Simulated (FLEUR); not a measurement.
Runs of FLEUR MaX-R8.1 (later development tree) on ZrC. It takes space group Fm-3m (No. 225, cubic). The conventional cell has a = 4.730 Å, b = 4.730 Å, c = 4.730 Å, α = 90.00°, β = 90.00°, γ = 90.00°. Around Zr (site symmetry m-3m) lie 6 C at 2.37 Å. C (site symmetry m-3m) is surrounded by 6 Zr at 2.37 Å. 

```tsv
task	level	cell	gmax	muffin-tin radii	max iterations	mixing factor	mixer	kmax	gap on the mesh (eV)	V0 of scaled cells (Å³/atom)	B0 (GPa)
equation of state	r2SCAN	as given	14.1 1/bohr	Zr 2.43, C 1.58 bohr	-	-	-	4.56 1/bohr	-	(c)	229
equation of state	LDA	as given	14.1 1/bohr	Zr 2.43, C 1.58 bohr	-	-	-	4.56 1/bohr	-	(b)	248
equation of state	SCAN	as given	14.1 1/bohr	Zr 2.43, C 1.58 bohr	-	-	-	4.56 1/bohr	-	13.01	232
single point	PBEsol	as given	14.1 1/bohr	Zr 2.43, C 1.58 bohr	60	0.05	Anderson	4.56 1/bohr	none	-	-
equation of state	PBEsol	as given	14.1 1/bohr	Zr 2.43, C 1.58 bohr	-	-	-	4.56 1/bohr	-	12.73	(a)
single point	PBEsol	atoms moved at random, drawn with an rms of 0.05 Å	14.1 1/bohr	Zr 2.43, C 1.58 bohr	60	0.05	Anderson	4.56 1/bohr	none	-	-
```

Alike in all rows: potentials or basis all-electron, FLAPW; no spin polarisation; k mesh 10 × 10 × 10; smearing fermi-dirac 0.05 eV.

**Question.** Estimate the missing entries.

**Answer.** (a) 236; (b) 12.50; (c) 13.08.

Caveats: the meta-GGA is that of a development version, with a GGA for the radial functions and cores and without core tails (some runs).

A k mesh can miss the band edges, and the runs leave out spin-orbit coupling on Zr.

A gap of «none» marks a metal or a gap under the smearing width.
